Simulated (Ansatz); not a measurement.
The system is SiNi.

```
Ni Si
1.0
     2.94277    0.00000    0.00000
     0.00000    3.28033    0.00000
     0.00000    0.00000    4.67745
Ni Si
2 2
Direct
  0.50000 0.50000 0.34250
  0.00000 0.00000 0.65750
  0.50000 0.50000 0.84314
  0.00000 0.00000 0.15686
```

The cell is a database's computed one.

Base run:

* Program: Ansatz 0.2.0
* Functional: PBE
* Potentials or basis: Ansatz PAW
* Cutoff: 420 eV (not typed: the program's choice for these potentials)
* k mesh: 9 × 8 × 6
* Occupations: fermi-dirac, width 0.05 eV
* Spin: collinear spin, ferromagnetic start
* Starting moments: [1.0, 1.0, 0.0, 0.0] μB

Its results: band gap on the k mesh none (metal or under the smearing width); pressure 6.7 GPa; net moment 0.00 μB per cell; largest force 0.054 eV/Å.

Q: The run is repeated on the same cell with these changes: k mesh from 9 × 8 × 6 to 3 × 3 × 2. What comes out?

A: Band gap on the k mesh none (metal or under the smearing width); pressure 5.7 GPa; net moment 0.00 μB per cell; largest force 0.471 eV/Å.

Caveats: some runs use coarse meshes; the starting moments weren't kept.
